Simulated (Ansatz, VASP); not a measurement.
# Cr in VASP and in Ansatz

INCAR

```
  PREC = Accurate
  ENCUT = 520
  EDIFF = 1E-7
  ISMEAR = 0
  SIGMA = 0.15
  LREAL = F
  LASPH = T
  NELM = 80
  ALGO = Fast
  ISIF = 2
  LWAVE = F
  LCHARG = F
  GGA = PS
  NBANDS = 12
```

Contents of KPOINTS:

```
Automatic mesh
0
Gamma
  26 26 26
```

The input POSCAR:

```
Cr
1.0
   -1.4186886743      1.4186886743      1.4896231080
    1.4186886743     -1.4186886743      1.4896231080
    1.4186886743      1.4186886743     -1.4896231080
Cr
1
Direct
    0.0000000000      0.0000000000      0.0000000000
```

Input for Ansatz:

```yaml
crystal:
  lattice:
    - [-1.4186886743, 1.4186886743, 1.489623108]
    - [1.4186886743, -1.4186886743, 1.489623108]
    - [1.4186886743, 1.4186886743, -1.489623108]
  atoms:
    - { symbol: Cr, position: [0.0, 0.0, 0.0] }
basis:
  ecutwfc: 420
kpoints:
  mp_grid: { grid: [26, 26, 26] }
hamiltonian:
  xc: pbesol
scf:
  occupations: { method: gaussian, width: 0.15 }
output:
  forces: true
  stress: true
  eigenvalues: true
```

Alike in both runs: task single point; functional PBEsol; k mesh 26 × 26 × 26; occupations gaussian, width 0.15 eV; no spin polarisation.

```csv
,VASP,Ansatz
version,VASP 6.6.1,Ansatz 0.2.0
potentials or method,"VASP PAW PBE potentials, release 64 (Cr_pv)","scalar-relativistic, plane waves, PAW"
plane-wave cutoff (eV),520,420
valence electrons in the cell,12,14
```

Ansatz gave:

| Quantity | Value |
| --- | --- |
| gap on the k mesh at the Fermi level (eV) | none |
| pressure (GPa) | -17.3 |
| largest component of the traceless stress (GPa) | 9.81 |

**Question.** Estimate VASP's values.

**Answer.** gap on the k mesh at the Fermi level (eV): none; pressure (GPa): -17.8; largest component of the traceless stress (GPa): 9.75.

A gap of «none» marks a metal or a gap that the smearing closes. With one functional, cell and mesh, what is left measures potentials, basis and numerics. The two sets of potentials don't hold the same shells in valence.

Caveats: so large a pressure means that the cell lies far from this level's equilibrium, or that cutoff or potentials fall short (VASP); the potentials were made for another functional, which shifts forces and pressure (VASP); the run has no spin polarisation, though such a crystal can be magnetic. Spin polarisation is off, so any magnetic state and its effect on volume and gap are missing.
